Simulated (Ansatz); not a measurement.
A run of Ansatz 0.2.0 is set up as follows.

input.yaml

```yaml
crystal:
  lattice:
    - [3.35, 0.0, 0.0]
    - [-1.675, 2.9011851027, 0.0]
    - [0.0, 0.0, 5.86]
  atoms:
    - { symbol: Ta, position: [0.0, 0.0, 0.0] }
    - { symbol: S, position: [0.6666666667, 0.3333333333, 0.75] }
    - { symbol: S, position: [0.3333333333, 0.6666666667, 0.25] }
hamiltonian:
  xc: r2scan
  pseudopotentials: { kind: paw }
kpoints:
  mp_grid: { grid: [9, 9, 5] }
  band_path:
    path:
      - [[0.0, 0.0, 0.0], [0.5, 0.0, 0.0], [0.3333333333, 0.3333333333, 0.0], [0.0, 0.0, 0.0], [0.0, 0.0, 0.5], [0.5, 0.0, 0.5], [0.3333333333, 0.3333333333, 0.5], [0.0, 0.0, 0.5]]
      - [[0.5, 0.0, 0.5], [0.5, 0.0, 0.0]]
      - [[0.3333333333, 0.3333333333, 0.0], [0.3333333333, 0.3333333333, 0.5]]
    npoints: 14
scf:
  occupations: { method: fermi_dirac, width: 0.05 }
  n_extra_bands: 7
output:
  forces: true
  stress: true
  eigenvalues: true
  fatbands: false
```

Potentials or basis: Ansatz PAW.

Command:

```console
$ ansatz run input.yaml --threads 2 --pin off --max-ram 5120MiB --backend cpu --events-out ev --progress --plain --runs-dir out
```

**Question.** Estimate the largest force.

**Answer.** 1.003 eV/Å.

**Question.** What does it give for the band gap on the k mesh?

**Answer.** None (metal or under the smearing width).

**Question.** What does it give for the pressure?

**Answer.** 7.8 GPa.

Stress tensor (GPa, compression positive):
```
6.84 0.00 0.00
0.00 6.84 0.00
0.00 0.00 9.82
```

Caveat: spin-orbit coupling is left out, which moves the levels of the heavy elements; the PAW data sets come from PBE, with cores solved anew for the run's functional, which leaves a small shift of forces and pressure; forces of over 1 eV/Å show positions far from the minimum, so gaps and moduli don't describe the material at rest.
